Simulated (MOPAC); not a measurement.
**PM7 on YN: a test of settings**

Aim: start from a run with usual settings and see what each changed setting does to the results.

Method: PM7, atoms fixed, no spin polarisation, in MOPAC 23.2.5.

## (1) Starting point

Symmetry: Fm-3m, No. 225, cubic system. The conventional cell has a = 4.896 Å, b = 4.896 Å, c = 4.896 Å, α = 90.00°, β = 90.00°, γ = 90.00°. Y (site symmetry m-3m) has 6 N at 2.45 Å as nearest neighbours. N (site symmetry m-3m) is surrounded by 6 Y at 2.45 Å.

As a file:

```cif
data_structure
_symmetry_space_group_name_H-M 'Fm-3m'
_symmetry_Int_Tables_number 225
_cell_length_a 4.8961
_cell_length_b 4.8961
_cell_length_c 4.8961
_cell_angle_alpha 90.000
_cell_angle_beta 90.000
_cell_angle_gamma 90.000
_cell_volume 117.37
loop_
_atom_site_label
_atom_site_type_symbol
_atom_site_symmetry_multiplicity
_atom_site_Wyckoff_symbol
_atom_site_fract_x
_atom_site_fract_y
_atom_site_fract_z
_atom_site_occupancy
Y1 Y 4 a 0.00000 0.00000 0.00000 1
N1 N 4 b 0.50000 0.00000 0.00000 1
```

## (2) The reference run

The gap of PM6 and PM7 is a difference of Hartree-Fock-like orbital energies, with no screening; it often comes out too large, and it hangs on the parameters.

run.mop

```
PM7 1SCF GRADIENTS AUX(PRECISION=6) THREADS=1
crystal as a cluster of 2x2x2 conventional cells

Y 4.896096 1 0.000000 1 0.000000 1
N 7.344144 1 2.448048 1 2.448048 1
Y 7.344144 1 2.448048 1 0.000000 1
N 0.000000 1 4.896096 1 2.448048 1
Y 7.344144 1 0.000000 1 2.448048 1
N 0.000000 1 2.448048 1 4.896096 1
Y 0.000000 1 0.000000 1 0.000000 1
N 2.448048 1 2.448048 1 2.448048 1
Y 2.448048 1 2.448048 1 0.000000 1
N 4.896096 1 4.896096 1 2.448048 1
Y 4.896096 1 4.896096 1 0.000000 1
N 7.344144 1 7.344144 1 2.448048 1
Y 7.344144 1 7.344144 1 0.000000 1
N 0.000000 1 0.000000 1 2.448048 1
Y 2.448048 1 0.000000 1 2.448048 1
N 4.896096 1 2.448048 1 4.896096 1
Y 4.896096 1 2.448048 1 2.448048 1
N 7.344144 1 4.896096 1 4.896096 1
Y 7.344144 1 4.896096 1 2.448048 1
N 0.000000 1 7.344144 1 4.896096 1
Y 4.896096 1 0.000000 1 4.896096 1
N 7.344144 1 2.448048 1 7.344144 1
Y 7.344144 1 2.448048 1 4.896096 1
N 0.000000 1 4.896096 1 7.344144 1
Y 7.344144 1 0.000000 1 7.344144 1
N 0.000000 1 2.448048 1 0.000000 1
Y 0.000000 1 4.896096 1 0.000000 1
N 2.448048 1 7.344144 1 2.448048 1
Y 2.448048 1 7.344144 1 0.000000 1
N 4.896096 1 0.000000 1 2.448048 1
Y 0.000000 1 2.448048 1 2.448048 1
N 2.448048 1 4.896096 1 4.896096 1
Y 2.448048 1 4.896096 1 2.448048 1
N 4.896096 1 7.344144 1 4.896096 1
Y 4.896096 1 7.344144 1 2.448048 1
N 7.344144 1 0.000000 1 4.896096 1
Y 0.000000 1 0.000000 1 4.896096 1
N 2.448048 1 2.448048 1 7.344144 1
Y 2.448048 1 2.448048 1 4.896096 1
N 4.896096 1 4.896096 1 7.344144 1
Y 4.896096 1 4.896096 1 4.896096 1
N 7.344144 1 7.344144 1 7.344144 1
Y 7.344144 1 7.344144 1 4.896096 1
N 0.000000 1 0.000000 1 7.344144 1
Y 2.448048 1 0.000000 1 7.344144 1
N 4.896096 1 2.448048 1 0.000000 1
Y 4.896096 1 2.448048 1 7.344144 1
N 7.344144 1 4.896096 1 0.000000 1
Y 7.344144 1 4.896096 1 7.344144 1
N 0.000000 1 7.344144 1 0.000000 1
Y 0.000000 1 7.344144 1 2.448048 1
N 2.448048 1 0.000000 1 4.896096 1
Y 0.000000 1 4.896096 1 4.896096 1
N 2.448048 1 7.344144 1 7.344144 1
Y 2.448048 1 7.344144 1 4.896096 1
N 4.896096 1 0.000000 1 7.344144 1
Y 0.000000 1 2.448048 1 7.344144 1
N 2.448048 1 4.896096 1 0.000000 1
Y 2.448048 1 4.896096 1 7.344144 1
N 4.896096 1 7.344144 1 0.000000 1
Y 4.896096 1 7.344144 1 7.344144 1
N 7.344144 1 0.000000 1 0.000000 1
Y 0.000000 1 7.344144 1 7.344144 1
N 2.448048 1 0.000000 1 0.000000 1
Tv 9.792192 1 0.000000 1 0.000000 1
Tv 0.000000 1 9.792192 1 0.000000 1
Tv 0.000000 1 0.000000 1 9.792192 1
```

Launch:

```
$ mopac run.mop
```

Output (excerpt; [...] marks lines left out):

```text
[...]
           Empirical Formula: N32 Y32  =    64 atoms
[...]
     SCF FIELD WAS ACHIEVED
[...]
                                                       MOPAC v23.2.5 Linux
          FINAL HEAT OF FORMATION =       2846.54005 KCAL/MOL =   11909.92359 KJ/MOL
          H.o.F. per unit cell    =         88.95438 KCAL, for 32 unit cells, unit cell = N1 Y1
          GRADIENT NORM           =       4971.16051          =       621.39506 PER ATOM
          IONIZATION POTENTIAL    =          6.277156 EV
          HOMO LUMO ENERGIES (EV) =         -6.277 -3.277
          NO. OF FILLED LEVELS    =        128
          MOLECULAR WEIGHT        =       3293.2032         POINT GROUP:  Td
          VOLUME OF UNIT CELL     =        938.944 CUBIC ANGSTROMS
          DENSITY                 =          5.824 GRAMS/CC
                              A   =          9.792 ANGSTROMS
                              B   =          9.792 ANGSTROMS
                              C   =          9.792 ANGSTROMS
[...]
                             CARTESIAN COORDINATES
   1    Y        4.896096000     0.000000000     0.000000000
   2    N        7.344144000     2.448048000     2.448048000
   3    Y        7.344144000     2.448048000     0.000000000
   4    N        0.000000000     4.896096000     2.448048000
   5    Y        7.344144000     0.000000000     2.448048000
   6    N        0.000000000     2.448048000     4.896096000
   7    Y        0.000000000     0.000000000     0.000000000
   8    N        2.448048000     2.448048000     2.448048000
   9    Y        2.448048000     2.448048000     0.000000000
  10    N        4.896096000     4.896096000     2.448048000
  11    Y        4.896096000     4.896096000     0.000000000
  12    N        7.344144000     7.344144000     2.448048000
  13    Y        7.344144000     7.344144000     0.000000000
[...]
              NET ATOMIC CHARGES AND DIPOLE CONTRIBUTIONS
  ATOM NO.   TYPE          CHARGE      No. of ELECS.   s-Pop       p-Pop       d-Pop
    1          Y           1.391875        1.6081     0.59276     1.01354     0.00183
    2          N          -1.402008        6.4020     1.82717     4.57484
    3          Y           1.392402        1.6076     0.59351     1.01227     0.00182
    4          N          -1.387867        6.3879     1.83130     4.55657
    5          Y           1.391937        1.6081     0.59344     1.01280     0.00182
    6          N          -1.389726        6.3897     1.83040     4.55933
    7          Y           1.392274        1.6077     0.59158     1.01431     0.00184
    8          N          -1.367682        6.3677     1.83353     4.53415
    9          Y           1.388195        1.6118     0.59255     1.01747     0.00179
   10          N          -1.406066        6.4061     1.82844     4.57762
   11          Y           1.391970        1.6080     0.59284     1.01336     0.00183
   12          N          -1.404163        6.4042     1.82779     4.57637
[...]
 * JOB ENDED NORMALLY *
[...]
```

It took 3.5 min on 1 thread of Arm Neoverse V1, shared host; peak memory 0.068 GiB.

Gap 3.00 eV. The 64 atoms of the cluster fold only a few k-points onto the zone centre, so gap and energy may not be converged in the cluster's size. The energy is far off (a heat of formation of +44 kcal/mol an atom): the parameters don't suit this compound.

## (3) Change: method = AM1

run.mop, as its differences from that of step 2:

```diff
@@ -1,2 +1,2 @@
-PM7 1SCF GRADIENTS AUX(PRECISION=6) THREADS=1
+AM1 1SCF GRADIENTS AUX(PRECISION=6) THREADS=1
 crystal as a cluster of 2x2x2 conventional cells
```

Launch:

```
$ mopac run.mop
```

Output:

```text
[... start of the log left out ...]
    56         N          4.8961      0.0000      7.3441
    57         Y          0.0000      2.4480      7.3441
    58         N          2.4480      4.8961      0.0000
    59         Y          2.4480      4.8961      7.3441
    60         N          4.8961      7.3441      0.0000
    61         Y          4.8961      7.3441      7.3441
    62         N          7.3441      0.0000      0.0000
    63         Y          0.0000      7.3441      7.3441
    64         N          2.4480      0.0000      0.0000

  N: (AM1): M.J.S. DEWAR ET AL, J. AM. CHEM. SOC. 107 3902-3909 (1985)
 DATA ARE NOT AVAILABLE FOR ELEMENT NO. 39

          SOME ELEMENTS HAVE BEEN SPECIFIED FOR WHICH
          NO PARAMETERS ARE AVAILABLE.  CALCULATION STOPPED.

          Parameters for some elements are missing

           Empirical Formula: N32 Y32  =    64 atoms

 ******************************************************************************
 *                                                                            *
 *     Error and normal termination messages reported in this calculation     *
 *                                                                            *
 * Parameters for some elements are missing                                   *
 * JOB ENDED NORMALLY                                                         *
 *                                                                            *
 ******************************************************************************

 TOTAL JOB TIME:             0.00 SECONDS

 == MOPAC DONE ==
```

It took 0.05 s on 1 thread of Arm Neoverse V1, shared host; peak memory 0.014 GiB.

The program refused the job: «Parameters for some elements are missing».

## (4) Change: method = PM3

run.mop, as its differences from that of step 3:

```diff
@@ -1,2 +1,2 @@
-AM1 1SCF GRADIENTS AUX(PRECISION=6) THREADS=1
+PM3 1SCF GRADIENTS AUX(PRECISION=6) THREADS=1
 crystal as a cluster of 2x2x2 conventional cells
```

Launch:

```
$ mopac run.mop
```

Output:

```text
[... start of the log left out ...]
    56         N          4.8961      0.0000      7.3441
    57         Y          0.0000      2.4480      7.3441
    58         N          2.4480      4.8961      0.0000
    59         Y          2.4480      4.8961      7.3441
    60         N          4.8961      7.3441      0.0000
    61         Y          4.8961      7.3441      7.3441
    62         N          7.3441      0.0000      0.0000
    63         Y          0.0000      7.3441      7.3441
    64         N          2.4480      0.0000      0.0000

  N: (PM3): J. J. P. STEWART, J. COMP. CHEM. 10, 209 (1989).
 DATA ARE NOT AVAILABLE FOR ELEMENT NO. 39

          SOME ELEMENTS HAVE BEEN SPECIFIED FOR WHICH
          NO PARAMETERS ARE AVAILABLE.  CALCULATION STOPPED.

          Parameters for some elements are missing

           Empirical Formula: N32 Y32  =    64 atoms

 ******************************************************************************
 *                                                                            *
 *     Error and normal termination messages reported in this calculation     *
 *                                                                            *
 * Parameters for some elements are missing                                   *
 * JOB ENDED NORMALLY                                                         *
 *                                                                            *
 ******************************************************************************

 TOTAL JOB TIME:             0.01 SECONDS

 == MOPAC DONE ==
```

It took 0.05 s on 1 thread of Arm Neoverse V1, shared host; peak memory 0.014 GiB.

The program refused the job: «Parameters for some elements are missing».

## (5) Change: CUTOFP = 40

run.mop, as its differences from that of step 4:

```diff
@@ -1,2 +1,2 @@
-PM3 1SCF GRADIENTS AUX(PRECISION=6) THREADS=1
+PM7 1SCF CUTOFP=40 GRADIENTS AUX(PRECISION=6) THREADS=1
 crystal as a cluster of 2x2x2 conventional cells
```

Launch:

```
$ mopac run.mop
```

Output (excerpt; [...] marks lines left out):

```text
[...]
           Empirical Formula: N32 Y32  =    64 atoms
[...]
     SCF FIELD WAS ACHIEVED
[...]
                                                       MOPAC v23.2.5 Linux
          FINAL HEAT OF FORMATION =       2880.77510 KCAL/MOL =   12053.16302 KJ/MOL
          H.o.F. per unit cell    =         90.02422 KCAL, for 32 unit cells, unit cell = N1 Y1
          GRADIENT NORM           =       4875.91721          =       609.48965 PER ATOM
          IONIZATION POTENTIAL    =          6.294514 EV
          HOMO LUMO ENERGIES (EV) =         -6.295 -3.280
          NO. OF FILLED LEVELS    =        128
          MOLECULAR WEIGHT        =       3293.2032         POINT GROUP:  Td
          VOLUME OF UNIT CELL     =        938.944 CUBIC ANGSTROMS
          DENSITY                 =          5.824 GRAMS/CC
                              A   =          9.792 ANGSTROMS
                              B   =          9.792 ANGSTROMS
                              C   =          9.792 ANGSTROMS
[...]
              NET ATOMIC CHARGES AND DIPOLE CONTRIBUTIONS
  ATOM NO.   TYPE          CHARGE      No. of ELECS.   s-Pop       p-Pop       d-Pop
    1          Y           1.385701        1.6143     0.59489     1.01755     0.00186
    2          N          -1.397039        6.3970     1.82722     4.56982
    3          Y           1.386135        1.6139     0.59542     1.01659     0.00185
    4          N          -1.376006        6.3760     1.83197     4.54404
    5          Y           1.385588        1.6144     0.59540     1.01716     0.00185
    6          N          -1.377367        6.3774     1.83106     4.54631
    7          Y           1.386339        1.6137     0.59322     1.01857     0.00188
    8          N          -1.363864        6.3639     1.83327     4.53060
    9          Y           1.383541        1.6165     0.59400     1.02062     0.00184
   10          N          -1.400680        6.4007     1.82798     4.57270
   11          Y           1.385784        1.6142     0.59498     1.01738     0.00186
   12          N          -1.399198        6.3992     1.82773     4.57147
[...]
 * JOB ENDED NORMALLY *
[...]
```

It took 3.3 min on 1 thread of Arm Neoverse V1, shared host; peak memory 0.073 GiB.

Against the reference run the gap moves by +0.02 eV and the energy by +23.2 meV/atom. The energy is far off (a heat of formation of +45 kcal/mol an atom): the parameters don't suit this compound.

## (6) Change: method = MNDO

run.mop, as its differences from that of step 5:

```diff
@@ -1,2 +1,2 @@
-PM7 1SCF CUTOFP=40 GRADIENTS AUX(PRECISION=6) THREADS=1
+MNDO 1SCF GRADIENTS AUX(PRECISION=6) THREADS=1
 crystal as a cluster of 2x2x2 conventional cells
```

Launch:

```
$ mopac run.mop
```

Output:

```text
[... start of the log left out ...]
    56         N          4.8961      0.0000      7.3441
    57         Y          0.0000      2.4480      7.3441
    58         N          2.4480      4.8961      0.0000
    59         Y          2.4480      4.8961      7.3441
    60         N          4.8961      7.3441      0.0000
    61         Y          4.8961      7.3441      7.3441
    62         N          7.3441      0.0000      0.0000
    63         Y          0.0000      7.3441      7.3441
    64         N          2.4480      0.0000      0.0000

  N: (MNDO): M.J.S. DEWAR, W. THIEL, J. AM. CHEM. SOC., 99, 4899, (1977)
 DATA ARE NOT AVAILABLE FOR ELEMENT NO. 39

          SOME ELEMENTS HAVE BEEN SPECIFIED FOR WHICH
          NO PARAMETERS ARE AVAILABLE.  CALCULATION STOPPED.

          Parameters for some elements are missing

           Empirical Formula: N32 Y32  =    64 atoms

 ******************************************************************************
 *                                                                            *
 *     Error and normal termination messages reported in this calculation     *
 *                                                                            *
 * Parameters for some elements are missing                                   *
 * JOB ENDED NORMALLY                                                         *
 *                                                                            *
 ******************************************************************************

 TOTAL JOB TIME:             0.00 SECONDS

 == MOPAC DONE ==
```

Wall time 0.05 s (1 thread of Arm Neoverse V1, shared host); peak memory 0.014 GiB.

The program refused the job: «Parameters for some elements are missing».

## (7) Change: ITRY = 3

run.mop, as its differences from that of step 6:

```diff
@@ -1,2 +1,2 @@
-MNDO 1SCF GRADIENTS AUX(PRECISION=6) THREADS=1
+PM7 1SCF ITRY=3 GRADIENTS AUX(PRECISION=6) THREADS=1
 crystal as a cluster of 2x2x2 conventional cells
```

Launch:

```
$ mopac run.mop
```

Output:

```text
[... start of the log left out ...]
    54       N          2.44804800  *   7.34414400  *   7.34414400  *
    55       Y          2.44804800  *   7.34414400  *   4.89609600  *
    56       N          4.89609600  *   0.00000000  *   7.34414400  *
    57       Y          0.00000000  *   2.44804800  *   7.34414400  *
    58       N          2.44804800  *   4.89609600  *   0.00000000  *
    59       Y          2.44804800  *   4.89609600  *   7.34414400  *
    60       N          4.89609600  *   7.34414400  *   0.00000000  *
    61       Y          4.89609600  *   7.34414400  *   7.34414400  *
    62       N          7.34414400  *   0.00000000  *   0.00000000  *
    63       Y          0.00000000  *   7.34414400  *   7.34414400  *
    64       N          2.44804800  *   0.00000000  *   0.00000000  *
    65      Tv          9.79219200  *   0.00000000  *   0.00000000  *
    66      Tv          0.00000000  *   9.79219200  *   0.00000000  *
    67      Tv          0.00000000  *   0.00000000  *   9.79219200  *

          THE SCF CALCULATION FAILED.

          UNABLE TO ACHIEVE SELF-CONSISTENCE

 ******************************************************************************
 *                                                                            *
 *     Error and normal termination messages reported in this calculation     *
 *                                                                            *
 * THE SCF CALCULATION FAILED.                                                *
 * UNABLE TO ACHIEVE SELF-CONSISTENCE                                         *
 * JOB ENDED NORMALLY                                                         *
 *                                                                            *
 ******************************************************************************

 TOTAL JOB TIME:             1.38 SECONDS

 == MOPAC DONE ==
```

Wall time 1.6 s (1 thread of Arm Neoverse V1, shared host); peak memory 0.051 GiB.

The run did not converge: «UNABLE TO ACHIEVE SELF-CONSISTENCE».

## (8) Change: cluster = 1x1x1

run.mop

```
PM7 1SCF GRADIENTS AUX(PRECISION=6) THREADS=1
crystal as a cluster of 1x1x1 conventional cells

Y 0.000000 1 0.000000 1 0.000000 1
N 2.448048 1 2.448048 1 2.448048 1
Y 2.448048 1 2.448048 1 0.000000 1
N 0.000000 1 0.000000 1 2.448048 1
Y 2.448048 1 0.000000 1 2.448048 1
N 0.000000 1 2.448048 1 0.000000 1
Y 0.000000 1 2.448048 1 2.448048 1
N 2.448048 1 0.000000 1 0.000000 1
Tv 4.896096 1 0.000000 1 0.000000 1
Tv 0.000000 1 4.896096 1 0.000000 1
Tv 0.000000 1 0.000000 1 4.896096 1
```

Launch:

```
$ mopac run.mop
```

Output:

```text
[... start of the log left out ...]

     1         Y          0.0000      0.0000      0.0000
     2         N          2.4480      2.4480      2.4480
     3         Y          2.4480      2.4480      0.0000
     4         N          0.0000      0.0000      2.4480
     5         Y          2.4480      0.0000      2.4480
     6         N          0.0000      2.4480      0.0000
     7         Y          0.0000      2.4480      2.4480
     8         N          2.4480      0.0000      0.0000

 General Reference for PM7:
 "Optimization of Parameters for Semiempirical Methods VI: More Modifications to the
 NDDO Approximations and Re-optimization of Parameters", J. J. P. Stewart, J. Mol. Mod., 1:32, 19 (2013)

           Empirical Formula: N4 Y4  =     8 atoms

          Excessive size of lattice vector summation
          To avoid this problem, pack atoms more tightly in the central unit cell (try MAKPOL)
          To over-ride this safety check, add keyword 'GEO-OK'

 ******************************************************************************
 *                                                                            *
 *     Error and normal termination messages reported in this calculation     *
 *                                                                            *
 * Excessive size of lattice vector summation                                 *
 * JOB ENDED NORMALLY                                                         *
 *                                                                            *
 ******************************************************************************

 TOTAL JOB TIME:             0.00 SECONDS

 == MOPAC DONE ==
```

It took 0.04 s on 1 thread of Arm Neoverse V1, shared host; peak memory 0.014 GiB.

The program refused the job: «Excessive size of lattice vector summation».

## (9) What moved

| change | ends | gap (eV) | energy (meV/atom) | pressure (GPa) | time |
| --- | --- | --- | --- | --- | --- |
| none | converged | 3.00 | 0 | – | 3.5 min |
| method = AM1 | refused | – | – | – | 0.05 s |
| method = PM3 | refused | – | – | – | 0.05 s |
| CUTOFP = 40 | converged | +0.02 | +23.2 | – | 3.3 min |
| method = MNDO | refused | – | – | – | 0.05 s |
| ITRY = 3 | not converged | – | – | – | 1.6 s |
| cluster = 1x1x1 | refused | – | – | – | 0.04 s |

The first row holds values, the others changes from it. Keys are the program's: temperature in eV (tblite) or K (CP2K), cutoffs in Ry, CUTOFP in Å. CUTOFP = 40 moves the energy by +23.2 meV/atom. 5 of the 6 changes gave no result. The changed runs test settings; they are no properties of the crystal.
